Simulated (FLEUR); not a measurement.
Runs of FLEUR MaX-R8.1 (later development tree) on CdTe. The structure is cubic, space group F-43m (No. 216). The conventional cell has a = 6.410 Å, b = 6.410 Å, c = 6.410 Å, α = 90.00°, β = 90.00°, γ = 90.00°. Te (site symmetry -43m) has 4 Cd at 2.78 Å as nearest neighbours. Cd (site symmetry -43m) has 4 Te at 2.78 Å as nearest neighbours. 

```csv
task,level,cell,muffin-tin radii,max iterations,mixing factor,mixer,mixer history,gap on the mesh (eV)
band structure,LDA (Perdew-Zunger),as given,"Te 2.3, Cd 2.56 bohr",60,0.05,Anderson,15,(a)
single point,PBE,as given,"Te 2.23, Cd 2.48 bohr",60,0.05,Anderson,15,0.87
single point,PBE,"atoms moved at random, drawn with an rms of 0.05 Å","Te 2.23, Cd 2.48 bohr",60,0.05,Anderson,15,0.82
band structure,PBEsol,as given,"Te 2.3, Cd 2.56 bohr",60,0.05,Anderson,15,0.75
band structure,LDA (Wigner correlation),as given,"Te 2.3, Cd 2.56 bohr",60,0.05,Anderson,15,0.56
```

Alike in all rows: potentials or basis all-electron, FLAPW; no spin polarisation; k mesh 7 × 7 × 7; smearing fermi-dirac 0.05 eV; kmax 3.8 1/bohr.

Problem. Fill in the values left out.

Solution. (a) 0.61.

Caveats: spin-orbit coupling is left out, which moves the levels of the heavy elements.

A k mesh can miss the band edges, and the runs leave out spin-orbit coupling on Cd, Te.

The runs were made with more than one version of the program.
